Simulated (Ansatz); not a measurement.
**SiO₂: ¹⁷O NMR of the central transition**

Cell: an entry of the Crystallography Open Database (COD), its atoms then relaxed with PBE in this cell.

```cif
data_structure
_symmetry_space_group_name_H-M 'P 1'
_symmetry_Int_Tables_number 1
_cell_length_a 4.0970
_cell_length_b 5.0462
_cell_length_c 4.4946
_cell_angle_alpha 90.000
_cell_angle_beta 90.000
_cell_angle_gamma 90.000
_cell_volume 92.92
loop_
_atom_site_label
_atom_site_type_symbol
_atom_site_fract_x
_atom_site_fract_y
_atom_site_fract_z
_atom_site_occupancy
Si1 Si 0.00000 0.15241 0.25000 1
Si2 Si 0.50000 0.34759 0.75000 1
Si3 Si 0.00000 0.84759 0.75000 1
Si4 Si 0.50000 0.65241 0.25000 1
O5 O 0.73158 0.61721 0.91997 1
O6 O 0.76842 0.88279 0.41997 1
O7 O 0.23158 0.88279 0.08003 1
O8 O 0.26842 0.61721 0.58003 1
O9 O 0.26842 0.38279 0.08003 1
O10 O 0.23158 0.11721 0.58003 1
O11 O 0.76842 0.11721 0.91997 1
O12 O 0.73158 0.38279 0.41997 1
```

Atoms are numbered from 1 in the order listed; like atoms form one site, named after its first atom.

Computed with Ansatz: DFT, PBE, plane waves and PAW, scalar-relativistic, 420 eV cutoff, Γ-centred 5×4×4 k-points, Fermi–Dirac smearing 0.02 eV.

¹⁷O has I = 5/2 and Q = -25.58 mb (Pyykkö 2018); at 35.2 T its Larmor frequency is ν₀ = 203.3 MHz. Only the quadrupole interaction is simulated: positions count from each site's isotropic chemical shift, and J coupling is left out, as are shift anisotropy and dipolar coupling, which fast spinning averages.

Simulated pattern of one O site (fast magic-angle spinning, Gaussian broadening 0.1 kHz):

```
offset (kHz)  height
      -4.049       0
      -3.917       1
      -3.785       8
      -3.653       9
      -3.522       9
      -3.390       9
      -3.258       9
      -3.127      10
      -2.995      11
      -2.863      28
      -2.732      36
      -2.600      39
      -2.468      44
      -2.337      52
      -2.205      85
      -2.073      98
      -1.941      75
      -1.810      68
      -1.678      66
      -1.546      66
      -1.415      68
      -1.283      74
      -1.151      90
      -1.020     100
      -0.888      75
      -0.756      64
      -0.624      57
      -0.493      52
      -0.361      49
      -0.229      34
      -0.098       2
       0.034       0
```

Problem. Which |C_Q| and η does the pattern imply?

Solution. The pattern spans 3.67 kHz before broadening and its centre of gravity is at -1.59 kHz, which fixes P_Q; the places of the horns and steps fix η. That gives P_Q = 7.33 MHz, |C_Q| = 7.14 MHz and η = 0.40. The sign of C_Q can't be read from the pattern.

At O V_zz stands upright on the plane through its three neighbours (within 3°).

At this cell the PBE pressure is 6 GPa, so with PBE the cell would grow if it were relaxed.
